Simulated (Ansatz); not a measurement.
# CdTe (F-43m) in Ansatz: settings compared

One crystal, CdTe, is run at these levels: RPBE, revPBE, HSE03, r2SCAN50; tasks: band structure.

Program: Ansatz 0.2.0. These are calculated values, not measurements. Logs are shortened: lines on timing, memory, paths and dates and some standing lists are left out, and cuts for length are marked.

**What was measured.**

From a printed reference work, data compilation, for a bulk crystal of CdTe at 0 K: band gap 1.607 eV.

The runs below are set against these values where they give the same quantity.

**1. Starting point**

The structure is cubic, space group F-43m (No. 216). The conventional cell has a = 6.410 Å, b = 6.410 Å, c = 6.410 Å, α = 90.00°, β = 90.00°, γ = 90.00°. Te (site symmetry -43m) has 4 Cd at 2.78 Å as nearest neighbours. Around Cd (site symmetry -43m) lie 4 Te at 2.78 Å.

**2. Band structure, RPBE**

Input file input.yaml:

```yaml
crystal:
  lattice:
    - [0.0, 3.205, 3.205]
    - [3.205, 0.0, 3.205]
    - [3.205, 3.205, 0.0]
  atoms:
    - { symbol: Te, position: [0.75, 0.75, 0.75] }
    - { symbol: Cd, position: [0.0, 0.0, 0.0] }
hamiltonian:
  xc: rpbe
  pseudopotentials: { kind: paw }
kpoints:
  mp_grid: { grid: [7, 7, 7] }
  band_path:
    path:
      - [[0.0, 0.0, 0.0], [0.5, 0.0, 0.5], [0.5, 0.25, 0.75], [0.375, 0.375, 0.75], [0.0, 0.0, 0.0], [0.5, 0.5, 0.5], [0.625, 0.25, 0.625], [0.5, 0.25, 0.75], [0.5, 0.5, 0.5], [0.375, 0.375, 0.75]]
      - [[0.625, 0.25, 0.625], [0.5, 0.0, 0.5]]
    npoints: 14
scf:
  occupations: { method: fermi_dirac, width: 0.05 }
  n_extra_bands: 6
output:
  forces: true
  stress: true
  eigenvalues: true
  fatbands: false
```

Potentials or basis: Ansatz PAW.

Started as:

```
ansatz run input.yaml --threads 2 --pin off --max-ram 5632MiB --backend cpu --events-out ev --progress --plain --runs-dir out
```

Standard output:

```text
Warning: RAYON_NUM_THREADS=2 ignored (pool sized by the plan → 2); use --threads N
scf.n_extra_bands = 6 over 18 filled bands (N_el = 36.0): the run solves 24 bands
Engine: ansatz 0.2.0, x86_64-unknown-linux-gnu
Pseudopotentials: kind: paw
Pseudopotential: Te, paw, valence charge 16, recommended cutoff 420 eV (normal), Te.paw.azcp
Pseudopotential: Cd, paw, valence charge 20, recommended cutoff 420 eV (normal), Cd.paw.azcp
Functional definition: RPBE
  parameter kappa = 0.804
  parameter beta = 0.06672455060314922
  exchange = rpbe_x(kappa = kappa, mu = beta*pi^2/3)
  correlation = pbe_c(beta = beta)
Crystal: 2 atoms, lattice volume = 65.844 Å³
Basis set: ecut = 420 eV, 1243 PW (Γ), exchange–correlation on 64×64×64 points (8 copies of the dense FFT grid, shifted against one another)
Bands: 24, of which v1, the nominal top of the filled ones, is band 18 counted from 1 (17 counted from 0)
Symmetry: 24 space group operations
Space group: F-43m (ITA 216), of the structure as read, at distance tolerance 4.0e-5 Å
k-points: 20 of 343 (time reversal used)
Non-local potential: Te, projectors of the file, l = 0: 2, l = 1: 2, l = 2: 2, l = 3: 2
Non-local potential: Cd, projectors of the file, l = 0: 3, l = 1: 2, l = 2: 2, l = 3: 1
PAW form: soft (Blöchl's): semilocal exchange-correlation on the pseudo side does not see the compensation charge
PAW frozen core: Te, regenerated for the run's functional, and the local potential with it (the file was generated under x = pbe(κ = 0.804, μ = 0.2195149727645171), c = pbe(β = 0.06672455060314922))
PAW frozen core: Cd, regenerated for the run's functional, and the local potential with it (the file was generated under x = pbe(κ = 0.804, μ = 0.2195149727645171), c = pbe(β = 0.06672455060314922))
PAW one-centre angular grid: Te, 590 points (default); XC on 64 Gauss nodes
PAW one-centre angular grid: Cd, 590 points (default); XC on 64 Gauss nodes
Initial density: superposition of atomic densities (neutral atoms: chi_scale 0, normalization atom), corrected by the library's trained network
Initial wavefunctions: pseudopotential atomic-orbital guess
Functional: x = rpbe, c = pbe(β = 0.06672455060314922)
SCF iter   1: F=—  HF=-15252.394232 eV  |F-HF|=—  |Δ(HF+E_count)|=         —  Δρ=2.62e-3  dr2=3.58e-3  ethr=1.77e-3  ⟨swp⟩=6.1  Hψ=2305  notcnv=0  defer=3
preconditioner: auto → none  [insulator: Δε(μ)=1.010 eV  Ē_g=13.044 eV  σ=0.050 eV  W_gap=1.00  n_scr=14 (ndim 8)  ℏωp=19.4 eV  f_vac=0.179  D(μ)=0.00/eV (n_scr^D=0)  ε∞_Penn≈3.2]
SCF iter   2: F=—  HF=-15252.393402 eV  |F-HF|=—  |Δ(HF+E_count)|=   8.30e-4  Δρ=9.98e-4  dr2=4.42e-4  ethr=9.93e-6  ⟨swp⟩=2.1  Hψ=1055  notcnv=0  defer=25
SCF iter   3: F=—  HF=-15252.393331 eV  |F-HF|=—  |Δ(HF+E_count)|=   7.14e-5  Δρ=3.72e-4  dr2=3.83e-5  ethr=1.23e-6  ⟨swp⟩=2.0  Hψ=628  notcnv=0  defer=25
SCF iter   4: F=—  HF=-15252.393387 eV  |F-HF|=—  |Δ(HF+E_count)|=   5.67e-5  Δρ=7.72e-5  dr2=3.14e-6  ethr=1.07e-7  ⟨swp⟩=2.0  Hψ=631  notcnv=0  defer=25
iter 5 did not close the SCF: its close was put off for the readings that it lacked (scf_convergence_deferred on its scf_iter line)
SCF iter   5: F=-15252.393391 eV  HF=-15252.393391 eV  |F-HF|=3.17e-7  |Δ(HF+E_count)|=   3.20e-6  Δρ=1.39e-5  dr2=9.61e-8  ethr=8.73e-9  ⟨swp⟩=2.0  Hψ=631  notcnv=0  defer=25
SCF iter   6: F=-15252.393391 eV  HF=-15252.393391 eV  |F-HF|=2.70e-8  |Δ(HF+E_count)|=   3.55e-7  Δρ=3.12e-6  dr2=4.10e-9  ethr=2.67e-10  ⟨swp⟩=7.0  Hψ=2254  notcnv=0
SCF 1 converged in 6 iterations: F = -15252.393391 eV  dr2 = 4.10e-9
NSCF: frozen V_eff on 142 k-points
SCF converged after 6 iterations
Free energy (F): -15252.393391 eV
Harris-Foulkes:  -15252.393391 eV  (|F-HF|=2.70e-8)
Internal energy: -15252.393391 eV  (E = F + TS)
E sigma→0 (E₀):  -15252.393391 eV
Entropy (-TS):   -0.000000 eV (-0.000 meV/atom)
Fermi energy:    8.596549 eV
--- Per-component energies (eV) ---
  E_band       = -771.694567
  E_kinetic    = 686.316636
  E_local      = -5346.791476  (includes V_loc(G=0)·N_el)
  E_nonlocal   = -278.797270
  E_hartree    = 2706.661404
  E_xc         = -302.124272
  E_vxc        = -326.411622  (∫ρ·V_xc dr)
  E_paw        = -8762.761748  (= ΣΔE_a)
  E_vpaw       = -919.331288  (= ΣTr[D̂ρ^β])
  E_aug_tail   = -0.000199  (compensation charges beyond the density's cutoff)
  E_ewald      = -3954.745301
  E_core_change = -0.151164  (= ΣΔE_core)
  E_smearing   = -0.000000  (= −TS)
  E_closure    = 0.000000  (closes the sum)
  Σ components = -15252.393391   (vs F -15252.393391, Δ=0.00e0)
--- Forces (eV/Å), atoms counted from 1 ---
  atom   1  Te     0.00000000    -0.00000000    -0.00000000
  atom   2  Cd    -0.00000000     0.00000000     0.00000000
  max |Σ_I F_I| component: 1.02e-16 eV/Å
--- Stress (GPa, compression-positive) ---
        5.993527      -0.000000      -0.000000
        0.000000       5.993527       0.000000
       -0.000000       0.000000       5.993527
  P = ⅓ Tr σ = 5.9935 GPa (59.935 kbar)
--- Band table (eV; the first three rows and the last of 20) ---
  k-point 0: bands = ["-94.1592", "-55.2235", "-55.2235", "-55.2235", "-28.0309", "-28.0309", "-28.0309", "-28.0218", "-28.0218", "-3.2698", "-0.3492", "-0.3492", "-0.3492", "-0.0643", "-0.0643", "8.0528", "8.0528", "8.0528", "9.0782", "12.7067", "12.7067", "12.7067", "15.7896", "17.5913"]
  k-point 1: bands = ["-94.1592", "-55.2235", "-55.2235", "-55.2235", "-28.0310", "-28.0309", "-28.0309", "-28.0218", "-28.0218", "-3.1903", "-0.3337", "-0.3337", "-0.2852", "-0.0655", "-0.0655", "6.6241", "7.8683", "7.8683", "10.0018", "12.7980", "12.9828", "12.9828", "16.6377", "16.7573"]
  k-point 2: bands = ["-94.1592", "-55.2235", "-55.2235", "-55.2235", "-28.0310", "-28.0307", "-28.0307", "-28.0217", "-28.0217", "-3.0116", "-0.3024", "-0.3024", "-0.0650", "-0.0636", "-0.0636", "4.8836", "7.5137", "7.5137", "10.1882", "13.3280", "13.3280", "14.0176", "16.4372", "16.7746"]
  k-point 19: bands = ["-94.1592", "-55.2235", "-55.2235", "-55.2235", "-28.0310", "-28.0307", "-28.0303", "-28.0218", "-28.0214", "-2.7354", "-0.2231", "-0.2078", "-0.0979", "-0.0613", "0.5402", "3.7662", "5.4395", "6.1518", "11.8678", "13.0106", "14.1169", "14.9383", "17.1421", "18.4335"]
```

bands.tsv:

```text
# k_distance	band_0	band_1	band_2	band_3	band_4	band_5	band_6	band_7	band_8	band_9	band_10	band_11	band_12	band_13	band_14	band_15	band_16	band_17	band_18	band_19	band_20	band_21	band_22	band_23
[... 160 lines left out ...]
6.267447	-102.755751	-63.820130	-63.820073	-63.820073	-36.628138	-36.626792	-36.626791	-36.618483	-36.617800	-11.320601	-8.779493	-8.765249	-8.764241	-8.628073	-8.119400	-4.962262	-2.507082	-2.497985	2.165069	2.231633	8.584126	8.827286	8.871555	10.413459
6.292201	-102.755751	-63.820130	-63.820073	-63.820073	-36.628140	-36.626790	-36.626790	-36.618484	-36.617800	-11.320589	-8.778663	-8.765100	-8.765100	-8.627955	-8.119989	-4.962926	-2.499792	-2.499792	2.157776	2.223501	8.628831	8.848883	8.848883	10.403296
```

It took 9.2 s on 2 threads of Intel Xeon at 2.70GHz, shared host; peak memory 0.41 GiB.

What came out:

```
Free energy             : -15252.3934 eV
Pressure                : 6.0 GPa
Band gap on the k mesh  : 1.03 eV, direct
Band gap along the path : 1.03 eV, direct
```

Levels at the corners of the path, in eV from the valence-band top:
```tsv
point	band 14	band 15	band 16	band 17	band 18	band 19	band 20	band 21	band 22	band 23
Γ	-8.12	-8.12	0.00	0.00	0.00	1.03	4.65	4.65	4.65	7.74
X	-8.08	-7.58	-4.42	-1.96	-1.96	2.70	2.77	9.17	9.39	9.39
W	-8.12	-7.49	-4.30	-2.42	-2.30	4.42	4.82	5.71	6.44	9.97
K	-8.10	-7.53	-4.32	-2.66	-1.62	3.00	4.66	7.55	7.61	8.10
Γ	-8.12	-8.12	0.00	0.00	0.00	1.03	4.65	4.65	4.65	7.74
L	-8.11	-7.73	-4.56	-0.82	-0.82	1.97	5.26	5.26	7.32	8.95
U	-8.10	-7.53	-4.32	-2.66	-1.62	3.00	4.66	7.55	7.61	8.10
W	-8.12	-7.49	-4.30	-2.42	-2.30	4.42	4.82	5.71	6.44	9.97
L	-8.11	-7.73	-4.56	-0.82	-0.82	1.97	5.26	5.26	7.32	8.95
K	-8.10	-7.53	-4.32	-2.66	-1.62	3.00	4.66	7.55	7.61	8.10
U	-8.10	-7.53	-4.32	-2.66	-1.62	3.00	4.66	7.55	7.61	8.10
X	-8.08	-7.58	-4.42	-1.96	-1.96	2.70	2.77	9.17	9.39	9.39
```

Caveat: spin-orbit coupling is left out, which moves the levels of the heavy elements; the PAW data sets come from PBE, with cores solved anew for the run's functional, which leaves a small shift of forces and pressure.

(Part 1 of 2 ends here.)
